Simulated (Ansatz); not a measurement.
# Ga (sc type): how the settings move a single-point run

Question: which choices in the input matter for Ga (sc type)?

Computed with Ansatz 0.2.0 (reference: DFT, PBE, PAW with Ansatz's default frozen-core files, scalar-relativistic, unless a step's input says otherwise).

## (1) Starting point

It takes space group Pm-3m (No. 221, cubic). Conventional cell: a = 2.606 Å, b = 2.606 Å, c = 2.606 Å, α = 90.00°, β = 90.00°, γ = 90.00°. Ga (site symmetry m-3m) has 6 Ga at 2.61 Å as nearest neighbours.

As a file:

```
CELL_PARAMETERS angstrom
2.60611 0.00000 0.00000
0.00000 2.60611 0.00000
0.00000 0.00000 2.60611
ATOMIC_POSITIONS crystal
Ga 0.00000 0.00000 0.00000
```

## (2) The reference run

Input file input.yaml:

```yaml
crystal:
  lattice:
    - [2.6061109105, 0.0, 0.0]
    - [0.0, 2.6061109105, 0.0]
    - [0.0, 0.0, 2.6061109105]
  atoms:
    - { symbol: Ga, position: [0.0, 0.0, 0.0] }
kpoints:
  mp_grid: { grid: [14, 14, 14] }
scf:
  occupations: { method: fermi_dirac, width: 0.05 }
hamiltonian:
  xc: pbe
  pseudopotentials: { kind: paw }
output:
  forces: true
  stress: true
  eigenvalues: true
  populations: true
  write_density: true
  write_potential: true
  elf: true
  volumetric_format: npy
```

Run with:

```sh
ansatz run input.yaml --threads 1 --pin off --max-ram 2048MiB --backend cpu --events-out ev --progress --plain --runs-dir out
```

## (3) Variant: scf.algorithm density_mixing, ecutrho_ratio 8

Changes to input.yaml since step 2:

```diff
@@ -11,2 +11,3 @@
   occupations: { method: fermi_dirac, width: 0.05 }
+  algorithm: density_mixing
 hamiltonian:
@@ -23 +24,3 @@
   volumetric_format: npy
+basis:
+  ecutrho_ratio: 8
```

Before running it: what results should come out? Wanted: for each run, ending; energy change; pressure; gap; force.

**Answer**, as computed:

| run | ending | energy change | pressure (GPa) | gap (eV) | force (eV/Å) | cycles | time |
| --- | --- | --- | --- | --- | --- | --- | --- |
| reference | converged | 0 | 7.9 | 0.00 | 0.00 | 6 | 1.8 s |
| 1: scf.algorithm density_mixing, ecutrho_ratio 8 | converged | 0.0 meV/atom | 7.9 | 0.00 | 0.00 | 6 | 1.8 s |

Residual by cycle in the longest SCF loop of each run; runs are numbered as in the table. The quantity is the density residual dr2, in eV.

| cycle | reference | run 1 |
| --- | --- | --- |
| 1 | 1.1e-4 | 1.1e-4 |
| 2 | 2.3e-5 | 2.3e-5 |
| 3 | 7.0e-6 | 7.0e-6 |
| 4 | 9.6e-7 | 9.6e-7 |
| 5 | 1.7e-7 | 1.7e-7 |
| 6 | 2.2e-8 | 2.2e-8 |

Changing the solver and numerical grids hardly moves the energy: 0.0 meV/atom.
